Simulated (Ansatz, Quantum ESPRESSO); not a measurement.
# LiF(001): dielectric constant from slabs in a field, part 2 of 7

Wanted: electronic and ionic screening from finite-field slabs, the first being LiF(001), 5 layers.

Quantum ESPRESSO 7.5; plane-wave DFT, PBE, GBRV ultrasoft pseudopotentials; geometry by Ansatz 0.2.0 with PAW datasets.

So far. Step 2 (Geometry from Ansatz, 5 layers): The relaxation lowers the energy by 2 meV an atom.

## (3) Self-consistent run, 5 layers: no field

The slab without a field is the reference for all differences.

Level of this step: plane-wave DFT, PBE, GBRV ultrasoft pseudopotentials (Quantum ESPRESSO 7.5).

n5.f0.in

```
&control
  prefix = 'n5.f0'
  outdir = './out'
  pseudo_dir = './pseudo'
  calculation = 'scf'
  tprnfor = .true.
  tefield = .true.
  dipfield = .true.
/
&system
  ibrav = 0
  nat = 10
  ntyp = 2
  ecutwfc = 40
  ecutrho = 200
  occupations = 'fixed'
  edir = 3
  emaxpos = 0.97
  eopreg = 0.04
  eamp = 0.0
/
&electrons
  conv_thr = 1e-10
  mixing_beta = 0.5
  electron_maxstep = 120
/
ATOMIC_SPECIES
  Li  6.9400  li_pbe_v1.4.uspp.F.UPF
  F   18.9984  f_pbe_v1.4.uspp.F.UPF
CELL_PARAMETERS angstrom
  2.87792459940000 0.00000000000000 0.00000000000000
  0.00000000000000 2.87792459940000 0.00000000000000
  0.00000000000000 0.00000000000000 24.14000000000000
ATOMIC_POSITIONS crystal
  Li  -0.000000000000 0.000000000000 0.333648074731
  F   0.500000000000 0.500000000000 0.330800501040
  Li  0.500000000000 0.500000000000 0.415377996905
  F   -0.000000000000 0.000000000000 0.415887482299
  Li  0.000000000000 0.000000000000 0.499999995967
  F   0.500000000000 0.500000000000 0.500000003334
  Li  0.500000000000 0.500000000000 0.584621995098
  F   -0.000000000000 0.000000000000 0.584112523338
  Li  0.000000000000 0.000000000000 0.666351917658
  F   0.500000000000 0.500000000000 0.669199509628
K_POINTS automatic
  8 8 1 0 0 0
```

Launch:

```console
OMP_NUM_THREADS=1 mpirun -n 4 pw.x -nk 4 -in n5.f0.in > n5.f0.out
```

Log:

```text
Program PWSCF v.7.5 starts
[citation notice left out]

     Parallel version (MPI & OpenMP), running on       4 processor cores
     Number of MPI processes:                 4
     Threads/MPI process:                     1

     MPI processes distributed on     1 nodes
[...]
Current dimensions of program PWSCF are:
     Max number of different atomic species (ntypx) = 10
     Max number of k-points (npk) =  40000
     Max angular momentum in pseudopotentials (lmaxx) =  4
     Presently no symmetry can be used with electric field

     K-points division:     npool     =       4
     Subspace diagonalization in iterative solution of the eigenvalue problem:
     a serial algorithm will be used

     G-vector sticks info
     --------------------
     sticks:   dense  smooth     PW     G-vecs:    dense   smooth      PW
     Sum         481     373    121                64589    46059    8327

     Using Slab Decomposition

     bravais-lattice index     =            0
     lattice parameter (alat)  =       5.4385  a.u.
     unit-cell volume          =    1349.2508 (a.u.)^3
     number of atoms/cell      =           10
     number of atomic types    =            2
     number of electrons       =        50.00
     number of Kohn-Sham states=           25
     kinetic-energy cutoff     =      40.0000  Ry
     charge density cutoff     =     200.0000  Ry
     scf convergence threshold =      1.0E-10
     mixing beta               =       0.5000
     number of iterations used =            8  plain     mixing
     Exchange-correlation=  SLA  PW   PBX  PBC
                           (   1   4   3   4   0   0   0)

     celldm(1)=   5.438489  celldm(2)=   0.000000  celldm(3)=   0.000000
     celldm(4)=   0.000000  celldm(5)=   0.000000  celldm(6)=   0.000000

     crystal axes: (cart. coord. in units of alat)
               a(1) = (   1.000000   0.000000   0.000000 )
               a(2) = (   0.000000   1.000000   0.000000 )
               a(3) = (   0.000000   0.000000   8.387989 )

     reciprocal axes: (cart. coord. in units 2 pi/alat)
               b(1) = (  1.000000  0.000000  0.000000 )
               b(2) = (  0.000000  1.000000  0.000000 )
               b(3) = (  0.000000  0.000000  0.119218 )

     PseudoPot. # 1 for Li read from file:
     ./pseudo/li_pbe_v1.4.uspp.F.UPF
     Pseudo is Ultrasoft, Zval =  3.0
     Generated by new atomic code, or converted to UPF format
     Using radial grid of  751 points,  5 beta functions with:
                l(1) =   0
                l(2) =   0
                l(3) =   0
                l(4) =   1
                l(5) =   1
     Q(r) pseudized with 10 coefficients,  rinner =    1.150   1.150   1.150

     PseudoPot. # 2 for F  read from file:
     ./pseudo/f_pbe_v1.4.uspp.F.UPF
     Pseudo is Ultrasoft, Zval =  7.0
     Generated by new atomic code, or converted to UPF format
     Using radial grid of  799 points,  4 beta functions with:
                l(1) =   0
                l(2) =   0
                l(3) =   1
                l(4) =   1
     Q(r) pseudized with  8 coefficients,  rinner =    0.950   0.950   0.950

     atomic species   valence    mass     pseudopotential
     Li                3.00     6.94000     Li( 1.00)
     F                 7.00    18.99840     F ( 1.00)

     No symmetry found

   Cartesian axes

     site n.     atom                  positions (alat units)
         1        Li     tau(   1) = (   0.0000000   0.0000000   2.7986364  )
         2        F      tau(   2) = (   0.5000000   0.5000000   2.7747510  )
         3        Li     tau(   3) = (   0.5000000   0.5000000   3.4841861  )
         4        F      tau(   4) = (   0.0000000   0.0000000   3.4884596  )
         5        Li     tau(   5) = (   0.0000000   0.0000000   4.1939945  )
         6        F      tau(   6) = (   0.5000000   0.5000000   4.1939945  )
         7        Li     tau(   7) = (   0.5000000   0.5000000   4.9038029  )
         8        F      tau(   8) = (   0.0000000   0.0000000   4.8995294  )
         9        Li     tau(   9) = (   0.0000000   0.0000000   5.5893526  )
        10        F      tau(  10) = (   0.5000000   0.5000000   5.6132382  )

     number of k points=    34
                       cart. coord. in units 2pi/alat
        k(    1) = (   0.0000000   0.0000000   0.0000000), wk =   0.0312500
        k(    2) = (   0.0000000   0.1250000   0.0000000), wk =   0.0625000
        k(    3) = (   0.0000000   0.2500000   0.0000000), wk =   0.0625000
        k(    4) = (   0.0000000   0.3750000   0.0000000), wk =   0.0625000
        k(    5) = (   0.0000000  -0.5000000   0.0000000), wk =   0.0312500
        k(    6) = (   0.1250000   0.0000000   0.0000000), wk =   0.0625000
        k(    7) = (   0.1250000   0.1250000   0.0000000), wk =   0.0625000
        k(    8) = (   0.1250000   0.2500000   0.0000000), wk =   0.0625000
        k(    9) = (   0.1250000   0.3750000   0.0000000), wk =   0.0625000
        k(   10) = (   0.1250000  -0.5000000   0.0000000), wk =   0.0625000
[...]
k(   34) = (  -0.5000000  -0.5000000   0.0000000), wk =   0.0312500

     Dense  grid:    64589 G-vectors     FFT dimensions: (  25,  25, 216)

     Smooth grid:    46059 G-vectors     FFT dimensions: (  24,  24, 192)

     Estimated max dynamical RAM per process >      84.91 MB

     Estimated total dynamical RAM >     292.32 MB

     Initial potential from superposition of free atoms

     starting charge      47.7463, renormalised to      50.0000

     negative rho (up, down):  3.204E-04 0.000E+00

     Adding external electric field

     Computed dipole along edir(3) :
        Dipole               -0.0000 Ry au,         -0.0000 Debye
        Dipole field         -0.0000 Ry au,

        Potential amp.        0.0000 Ry
        Total length         43.7933 bohr

     Starting wfcs are   45 randomized atomic wfcs

     total cpu time spent up to now is        1.3 secs

     per-process dynamical memory:    63.1 Mb

     Self-consistent Calculation

     iteration #  1     ecut=    40.00 Ry     beta= 0.50
     Davidson diagonalization with overlap
     ethr =  1.00E-02,  avg # of iterations =  1.8

     Threshold (ethr) on eigenvalues was too large:
     Diagonalizing with lowered threshold

     Davidson diagonalization with overlap
     ethr =  3.03E-04,  avg # of iterations =  2.1

     negative rho (up, down):  8.354E-05 0.000E+00

     Adding external electric field

     Computed dipole along edir(3) :
        Dipole               -0.0001 Ry au,         -0.0003 Debye
        Dipole field         -0.0000 Ry au,

[...]
estimated scf accuracy    <       0.00260889 Ry

     iteration #  4     ecut=    40.00 Ry     beta= 0.50
[...]
negative rho (up, down):  2.146E-04 0.000E+00

[...]
Dipole               -0.0001 Ry au,         -0.0002 Debye
[...]
total energy              =    -316.80124004 Ry
     estimated scf accuracy    <       0.00017722 Ry

     iteration #  5     ecut=    40.00 Ry     beta= 0.50
[...]
negative rho (up, down):  2.446E-04 0.000E+00

[...]
Dipole                0.0000 Ry au,          0.0000 Debye
[...]
total energy              =    -316.80130998 Ry
     estimated scf accuracy    <       0.00004399 Ry

     iteration #  6     ecut=    40.00 Ry     beta= 0.50
[...]
negative rho (up, down):  2.567E-04 0.000E+00

[...]
Dipole                0.0000 Ry au,          0.0000 Debye
[...]
total energy              =    -316.80132302 Ry
     estimated scf accuracy    <       0.00000248 Ry

     iteration #  7     ecut=    40.00 Ry     beta= 0.50
[...]
negative rho (up, down):  2.618E-04 0.000E+00

[...]
Dipole                0.0000 Ry au,          0.0000 Debye
[...]
total energy              =    -316.80132250 Ry
     estimated scf accuracy    <       0.00000270 Ry

     iteration #  8     ecut=    40.00 Ry     beta= 0.50
[...]
negative rho (up, down):  2.646E-04 0.000E+00

[...]
Dipole               -0.0000 Ry au,         -0.0000 Debye
[...]
total energy              =    -316.80132325 Ry
     estimated scf accuracy    <       0.00000016 Ry

     iteration #  9     ecut=    40.00 Ry     beta= 0.50
[...]
negative rho (up, down):  2.661E-04 0.000E+00

[...]
Dipole               -0.0000 Ry au,         -0.0000 Debye
[...]
total energy              =    -316.80132325 Ry
     estimated scf accuracy    <       0.00000006 Ry

     iteration # 10     ecut=    40.00 Ry     beta= 0.50
[...]
negative rho (up, down):  2.667E-04 0.000E+00

[...]
Dipole                0.0000 Ry au,          0.0000 Debye
[...]
total energy              =    -316.80132327 Ry
     estimated scf accuracy    <          2.3E-09 Ry

     iteration # 11     ecut=    40.00 Ry     beta= 0.50
[...]
negative rho (up, down):  2.671E-04 0.000E+00

[...]
Dipole                0.0000 Ry au,          0.0000 Debye
[...]
total energy              =    -316.80132326 Ry
     estimated scf accuracy    <          2.2E-10 Ry

     iteration # 12     ecut=    40.00 Ry     beta= 0.50
[...]
negative rho (up, down):  2.672E-04 0.000E+00

[...]
Dipole                0.0000 Ry au,          0.0000 Debye
[...]
total energy              =    -316.80132326 Ry
     estimated scf accuracy    <          1.2E-10 Ry

     iteration # 13     ecut=    40.00 Ry     beta= 0.50
[...]
negative rho (up, down):  2.674E-04 0.000E+00

[...]
Dipole                0.0000 Ry au,          0.0000 Debye
[...]
End of self-consistent calculation

          k = 0.0000 0.0000 0.0000 (  5835 PWs)   bands (ev):

   -45.3217 -45.3216 -45.2161 -45.2005 -45.1689 -24.1330 -23.9835 -23.6880
   -23.3803 -23.3631  -6.9155  -6.2371  -5.3357  -5.1640  -5.1640  -4.9308
    -4.9308  -4.6827  -4.5568  -4.5568  -4.3645  -4.2829  -4.2829  -4.2306
    -4.2306

          k = 0.0000 0.1250 0.0000 (  5817 PWs)   bands (ev):

   -45.3187 -45.3186 -45.2123 -45.1982 -45.1680 -24.0990 -23.9612 -23.6810
   -23.3692 -23.3555  -6.8117  -6.2161  -5.5238  -5.3145  -5.1006  -4.9732
    -4.9032  -4.8816  -4.5876  -4.5257  -4.4760  -4.4144  -4.2840  -4.2574
    -4.2155

          k = 0.0000 0.2500 0.0000 (  5767 PWs)   bands (ev):

   -45.3115 -45.3115 -45.2024 -45.1929 -45.1662 -24.0079 -23.9057 -23.6725
   -23.3429 -23.3367  -6.5619  -6.2743  -5.9091  -5.6976  -5.2762  -5.1892
    -4.9372  -4.9321  -4.7573  -4.6251  -4.4604  -4.4362  -4.3664  -4.1978
    -4.1804

          k = 0.0000 0.3750 0.0000 (  5769 PWs)   bands (ev):

   -45.3043 -45.3043 -45.1912 -45.1875 -45.1657 -23.8906 -23.8479 -23.6900
   -23.3178 -23.3166  -6.5101  -6.4709  -6.1130  -6.0776  -5.6315  -5.4426
    -4.9338  -4.7469  -4.7198  -4.6241  -4.4772  -4.4392  -4.4362  -4.1428
    -4.1417

          k = 0.0000-0.5000 0.0000 (  5766 PWs)   bands (ev):

   -45.3013 -45.3013 -45.1858 -45.1853 -45.1663 -23.8231 -23.8117 -23.7277
   -23.3079 -23.3077  -6.6092  -6.5678  -6.2853  -6.1167  -5.8198  -5.1765
    -5.1419  -4.7175  -4.5978  -4.5734  -4.5653  -4.4863  -4.4113  -4.1222
    -4.1221

          k = 0.1250 0.0000 0.0000 (  5817 PWs)   bands (ev):

   -45.3187 -45.3186 -45.2123 -45.1982 -45.1680 -24.0990 -23.9612 -23.6810
   -23.3692 -23.3555  -6.8117  -6.2161  -5.5238  -5.3145  -5.1006  -4.9732
    -4.9032  -4.8816  -4.5876  -4.5257  -4.4760  -4.4144  -4.2840  -4.2574
    -4.2155

[...]
highest occupied level (ev):    -4.1221

!    total energy              =    -316.80132326 Ry
     estimated scf accuracy    <          8.8E-12 Ry

     The total energy is the sum of the following terms:
     one-electron contribution =   -2907.23498273 Ry
     hartree contribution      =    1464.35304984 Ry
     xc contribution           =     -64.54077070 Ry
     ewald contribution        =    1190.62138033 Ry
     electric field correction =       0.00000000 Ry

     convergence has been achieved in  13 iterations

     Forces acting on atoms (cartesian axes, Ry/au):

     atom    1 type  1   force =     0.00000000   -0.00000001   -0.00005843
     atom    2 type  2   force =     0.00000000    0.00000001    0.00034462
     atom    3 type  1   force =    -0.00000001    0.00000000    0.00018404
     atom    4 type  2   force =     0.00000001   -0.00000001    0.00006611
     atom    5 type  1   force =    -0.00000000    0.00000001    0.00000004
     atom    6 type  2   force =    -0.00000003   -0.00000001   -0.00000006
     atom    7 type  1   force =     0.00000000   -0.00000000   -0.00018397
     atom    8 type  2   force =     0.00000001   -0.00000000   -0.00006621
     atom    9 type  1   force =     0.00000001    0.00000001    0.00005852
     atom   10 type  2   force =     0.00000001    0.00000000   -0.00034466

     Total force =     0.000566     Total SCF correction =     0.000006

[...]
=------------------------------------------------------------------------------=
   JOB DONE.
=------------------------------------------------------------------------------=
[key lines of the parts left out:]
Dipole field          0.0000 Ry au,
```

It took 28 s on 4 MPI ranks of Arm Neoverse V2, shared host; peak memory 0.45 GiB.

Read from the output:

```
free energy                    : -4310.3016 eV
dipole along the normal        : 0 e·Å
valence top, on the run's zero : -4.122 eV
```

The run needed 13 iterations to bring the estimated error under 1e-10 Ry; the largest force on any atom, held or free, is 0.01 eV/Å.

## (4) Electrostatic potential, 5 layers

The vacuum level is read from the electrostatic potential (plot_num = 11), averaged over planes.

n5.f0.pot.in

```
&inputpp
  prefix = 'n5.f0'
  outdir = './out'
  filplot = 'n5.f0.pot.dat'
  plot_num = 11
/
```

Launch:

```console
OMP_NUM_THREADS=1 mpirun -n 4 pp.x -in n5.f0.pot.in > n5.f0.pot.out
```

Log:

```text
[banner, memory and clock lines left out]
Program POST-PROC v.7.5 starts

          URL

     ./out/n5.f0.save/

     IMPORTANT: XC functional enforced from input :
     Exchange-correlation= PBE
                           (   1   4   3   4   0   0   0)
     Any further DFT definition will be discarded
     Please, verify this is what you really want

     negative rho (up, down):  2.674E-04 0.000E+00

     Adding external electric field

     Computed dipole along edir(3) :
        Dipole                0.0000 Ry au,          0.0000 Debye
        Dipole field          0.0000 Ry au,

        Potential amp.       -0.0000 Ry
        Total length         43.7933 bohr

     Calling punch_plot, plot_num =  11

     Adding external electric field

     Computed dipole along edir(3) :
        Dipole                0.0000 Ry au,          0.0000 Debye
        Dipole field          0.0000 Ry au,

        Potential amp.       -0.0000 Ry
        Total length         43.7933 bohr

     Writing data to file  n5.f0.pot.dat
     Message from routine chdens:
     namelist plot not found or invalid, exiting
```

Wall time 0.76 s (4 MPI ranks); peak memory 0.09 GiB; 2.6 s of CPU time.

This step gave:

| Property | Result |
| --- | --- |
| slope of the potential above | 6.66e-6 eV/Å |
| upper vacuum line continued to the top atoms, over the valence top | 7.668 eV |
| slope of the potential below | -1.99e-5 eV/Å |
| lower vacuum line continued to the bottom atoms, over the valence top | 7.668 eV |
| vacuum level at the upper face over the valence top of the mesh | 7.668 eV |
| vacuum level at the lower face over the valence top of the mesh | 7.668 eV |

The potential energy, planar mean oscillates, so the rows of the table below give means over windows of 2.01 Å about each position, cut where the curve ends. Its maxima inside the range that stand out by 2 % of the span (Å: eV): 9.1: 5.77, 11.1: 5.92, 13.1: 5.92, 15.1: 5.77. Its minima: 8.0: -5.10, 10.1: -5.45, 12.1: -5.41, 14.1: -5.45, 16.1: -5.10.

Electrostatic potential energy of an electron, with the sawtooth; zero at the highest filled level of the SCF mesh. The potential energy, planar mean by z; means over each step:

```csv
z (Å),"potential energy, planar mean (eV)"
1.00,7.67
3.01,7.67
5.02,7.66
7.03,4.35
9.04,1.39
11.05,1.41
13.06,1.41
15.07,1.38
17.08,4.22
19.09,7.66
21.10,7.67
23.11,7.67
```

The vacuum is flat to 0.1 meV/Å, so its level is well defined. Inside the slab the curve depends on the local part of the pseudopotentials; only the vacuum level has a meaning of its own.

(Continued in part 3 of 7.)

[Logs are printed without paths, hosts, clocks, repeated set-up lines and the standing remarks that a program may print on its own settings, such as how far it seeks lower states.]

[Hosts, paths, dates, database ids (printed as entryN), source tags and the programs' standing remarks are cut or masked in the printed files.]

[Maps of the electrostatic potential energy from Ansatz leave out the sawtooth potential of an applied field or a dipole correction, so their vacuum need not be flat; planar profiles and work functions include it.]
